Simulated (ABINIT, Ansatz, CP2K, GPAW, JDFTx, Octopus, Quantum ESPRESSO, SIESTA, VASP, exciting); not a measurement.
One calculation of SnSe2, 11 ways

```
CELL_PARAMETERS angstrom
3.81100 0.00000 0.00000
-1.90550 3.30042 0.00000
0.00000 0.00000 6.13600
ATOMIC_POSITIONS crystal
Sn 0.00000 0.00000 0.00000
Se 0.66667 0.33333 0.75100
Se 0.33333 0.66667 0.24900
```

Alike in all runs: task single point; functional PBEsol; k mesh 8 × 8 × 5; occupations fermi-dirac, width 0.05 eV; no spin polarisation; no spin-orbit coupling. Pressure is positive in compression and, in plane waves, holds the error of the finite cutoff, which Ansatz's Pulay term estimates and takes out.

| program and potentials | plane-wave cutoff (eV) | notes | pressure (GPa) | largest force (eV/Å) |
| --- | --- | --- | --- | --- |
| Ansatz, Ansatz PAW | 420 | potentials made for PBE, which Ansatz adapts in part; 15.33 valence electrons an atom on average; Pulay term of +0.04 GPa included | 2.51 | 0.600 |
| Octopus, pseudodojo_pbesol (PseudoDojo 0.4, PBEsol) | - | 15.33 valence electrons an atom on average | - | 0.628 |
| Ansatz, all-electron LAPW, scalar-relativistic | - | - | 2.51 | 0.599 |
| JDFTx, PseudoDojo-SR-PBEsol-0.4.1-standard with smoothed tails | 1170 | 15.33 valence electrons an atom on average | 2.73 | 0.630 |
| exciting, all-electron LAPW+lo, shipped species files, valence relativity iora* | - | - | - | 0.616 |
| VASP, PBE PAW files Se, Sn_d, 520 eV | 520 | potentials made for PBE; 8.67 valence electrons an atom on average | 2.63 | 0.622 |
| CP2K, POTENTIAL_UZH Sn GTH-PBE-q4, Se GTH-PBE-q6; TZVP-MOLOPT-PBE-GTH basis | - | atomic basis; potentials made for PBE; 5.33 valence electrons an atom on average | 5.73 | 1.075 |
| GPAW, PAW data sets generated for this functional | 600 | 8.67 valence electrons an atom on average | 2.31 | 0.576 |
| SIESTA, files PseudoDojo sr-pbesol-0.4.1-standard, DZP (energy shift 0.003 Ry; two zetas on semicore shells) | - | atomic basis; 15.33 valence electrons an atom on average | 4.88 | 0.973 |
| Quantum ESPRESSO, GBRV 1.5 PBEsol | 925 | 8.67 valence electrons an atom on average | 2.45 | 0.609 |
| ABINIT, PseudoDojo NC SR PBEsol v0.4.1 standard | 1170 | 15.33 valence electrons an atom on average | 2.73 | 0.630 |

Force on atom 2 (Se), eV/Å:

```tsv
program and potentials	x	y	z
Ansatz, Ansatz PAW	0.000	0.000	-0.600
Octopus, pseudodojo_pbesol (PseudoDojo 0.4, PBEsol)	0.000	0.000	-0.628
Ansatz, all-electron LAPW, scalar-relativistic	0.000	0.000	-0.599
JDFTx, PseudoDojo-SR-PBEsol-0.4.1-standard with smoothed tails	0.000	0.000	-0.630
exciting, all-electron LAPW+lo, shipped species files, valence relativity iora*	0.000	0.000	-0.616
VASP, PBE PAW files Se, Sn_d, 520 eV	0.000	0.000	-0.622
CP2K, POTENTIAL_UZH Sn GTH-PBE-q4, Se GTH-PBE-q6; TZVP-MOLOPT-PBE-GTH basis	0.000	0.000	-1.075
GPAW, PAW data sets generated for this functional	0.000	0.000	-0.576
SIESTA, files PseudoDojo sr-pbesol-0.4.1-standard, DZP (energy shift 0.003 Ry; two zetas on semicore shells)	0.000	0.000	-0.973
Quantum ESPRESSO, GBRV 1.5 PBEsol	0.000	0.000	-0.609
ABINIT, PseudoDojo NC SR PBEsol v0.4.1 standard	0.000	0.000	-0.630
```

The pressure spans 2.31 (GPAW, PAW data sets generated for this functional) to 5.73 GPa (CP2K, POTENTIAL_UZH Sn GTH-PBE-q4, Se GTH-PBE-q6; TZVP-MOLOPT-PBE-GTH basis), with all-electron results at 2.51. The atoms of the given cell lie far from their minimum at this level. Rows in atomic bases carry the error of their basis and grid, which can be large.

Differences between rows come from potentials, basis sets and numerical settings, since the functional is the same but for its coding. Runs on potential files found faulty are left out.
